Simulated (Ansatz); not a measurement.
**I under changes of volume**

One of the cells (40.553 Å³/atom); the others are scaled copies at fixed shape and fractional positions:

```
CELL_PARAMETERS angstrom
0.00000 2.36560 3.90984
2.19225 0.00000 3.90984
2.19225 2.36560 0.00000
ATOMIC_POSITIONS crystal
I 0.00000 0.00000 0.00000
```

* Program: Ansatz 0.2.0
* Functional: r2SCAN
* Potentials or basis: Ansatz PAW
* Cutoff: 500 eV (not typed: the program's choice for these potentials)
* k mesh: 9 × 9 × 9
* Occupations: fermi-dirac, width 0.05 eV
* Spin: no spin polarisation

```tsv
volume (Å³/atom)	energy over the lowest point (meV/atom)	pressure (GPa)
38.120	13.66	2.0
38.931	?	?
39.742	1.30	0.6
40.553	0.00	0.0
41.364	1.45	-0.5
42.175	5.31	-1.0
42.986	11.31	-1.3
```

What does the run at 38.931 Å³/atom give?

Energy over the lowest point 5.71 meV/atom; pressure 1.2 GPa.

Worked out: A Birch-Murnaghan fit of order 3 (a polynomial in V^(-2/3)) to the other rows has its minimum at 40.51 Å³/atom with B0 = V·E''(V) = 27 GPa and B' = 5.3 at fixed shape and positions, which overstates the stiffness. It gives 5.71 meV/atom at 38.931 Å³/atom, against the run's 5.71, and -dE/dV = 1.2 GPa, against 1.2.

Energies are extrapolated to zero smearing.

Caveats: an odd number of electrons without spin polarisation forces a metal; a magnetic or distorted state may lie lower; the PAW data sets come from PBE, with cores solved anew for the run's functional, which leaves a small shift of forces and pressure.
